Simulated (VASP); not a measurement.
NiO, 2 atoms in the cell. Symmetry: Fm-3m, No. 225, cubic system. The conventional cell has a = 4.172 Å, b = 4.172 Å, c = 4.172 Å, α = 90.00°, β = 90.00°, γ = 90.00°. Ni (site symmetry m-3m) is surrounded by 6 O at 2.09 Å. Around O (site symmetry m-3m) lie 6 Ni at 2.09 Å. 

```yaml
Program: VASP 6.6.1
Task: relaxation of cell and atoms
Functional: PBEsol
Potentials_or_basis: VASP PAW PBE potentials, release 64 (Ni, O)
Cutoff: 600 eV
k_mesh: 11 × 11 × 11
Occupations: fermi-dirac, width 0.05 eV
Spin: collinear spin, ferromagnetic start
Starting_moments: "[1.0, 0.0] μB"
Further_INCAR_settings: ALGO = Normal; EDIFF = 1e-06; IBRION = 2; EDIFFG = -0.01; NSW = 60; ISIF = 3
```

Potentials or basis: VASP PAW PBE potentials, release 64 (Ni, O).

Run with:

```bash
$ cat potpaw_PBE.64/Ni/POTCAR potpaw_PBE.64/O/POTCAR > POTCAR
$ mpirun -np 1 vasp_std > vasp.out
```

Hardware: 1 thread of Intel(R) Xeon(R) 6975P-C (Granite Rapids), on a shared host.

Question: How long does it take, and how much memory?

Answer: Wall time 27 s on 1 thread of Intel(R) Xeon(R) 6975P-C (Granite Rapids) (shared host), peak memory 0.16 GiB. Counts: scf iterations 35, k points 56, ion steps 3.
